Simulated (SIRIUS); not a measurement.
**WC (Qusongite) in SIRIUS: the effect of target pressure**

Crystal: WC (Qusongite).

```
CELL_PARAMETERS angstrom
2.90650 0.00000 0.00000
-1.45325 2.51710 0.00000
0.00000 0.00000 2.83660
ATOMIC_POSITIONS crystal
W 0.00000 0.00000 0.00000
C 0.66667 0.33333 0.50000
```

Alike in all runs:

```yaml
Program: SIRIUS 7.10.0
Task: relaxation of cell and atoms
Functional: PBE
Potentials_or_basis: PseudoDojo 0.4.1 PBE standard (scalar relativistic)
Cutoff: 1127 eV
Density_cutoff: 4507 eV
k_mesh: 5 × 5 × 5
Occupations: fermi-dirac, width 0.05 eV
Spin: no spin polarisation
```

Each run relaxes the cell or the atoms first.

| target pressure | relaxed volume (Å³/atom) |
| --- | --- |
| 0 GPa | 10.54 |
| 5 GPa | ? |
| 10 GPa | 10.28 |
| 20 GPa | 10.06 |
| 30 GPa | 9.85 |

**Question.** What does the run with target pressure 5 GPa give?

**Answer.** Relaxed volume 10.41 Å³/atom.

Worked out: In Murnaghan's law V^(-B') rises as a straight line in P. The other rows fit best with B' = 3.9, V0 = 10.54 Å³/atom and B0 = 389 GPa, which gives 10.41 Å³/atom at 5 GPa, against the run's 10.41.

Caveats: all runs use coarse meshes.
